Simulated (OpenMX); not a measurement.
HfC:

```xyz
2
Lattice="0.0000 2.3250 2.3250 2.3250 0.0000 2.3250 2.3250 2.3250 0.0000" Properties=species:S:1:pos:R:3 pbc="T T T"
Hf    2.3250    2.3250    2.3250
C     0.0000    0.0000    0.0000
```

Base run:

| Quantity | Value |
| --- | --- |
| Program | OpenMX 3.8.5 |
| Functional | PBE |
| Potentials or basis | OpenMX 2013 PBE set, Hf7.0-s3p2d2f1, C6.0-s2p2d1, grid cutoff 400 Ry |
| k mesh | 11 × 11 × 11 |
| Occupations | fermi-dirac, width 0.05 eV |
| Spin | no spin polarisation |

Its results: pressure -0.4 GPa.

**Question.** After a change of settings the same cell gave: pressure 0.7 GPa. Which change was it?
A. potentials or basis from OpenMX 2013 PBE set, Hf7.0-s3p2d2f1, C6.0-s2p2d1, grid cutoff 400 Ry to OpenMX 2013 PBE set, Hf7.0-s3p2d2, C6.0-s2p2, grid cutoff 400 Ry
B. potentials or basis from OpenMX 2013 PBE set, Hf7.0-s3p2d2f1, C6.0-s2p2d1, grid cutoff 400 Ry to OpenMX 2013 PBE set, Hf7.0-s3p2d2f2, C6.0-s3p2d2, grid cutoff 400 Ry
C. functional from PBE to LDA; potentials or basis from OpenMX 2013 PBE set, Hf7.0-s3p2d2f1, C6.0-s2p2d1, grid cutoff 400 Ry to OpenMX 2013 LDA set, Hf7.0-s3p2d2f1, C6.0-s2p2d1, grid cutoff 400 Ry

**Answer.** A.

Caveats: the basis of atomic orbitals isn't converged, which shifts pressures, moduli and gaps.

Not every run made on this cell is shown here.
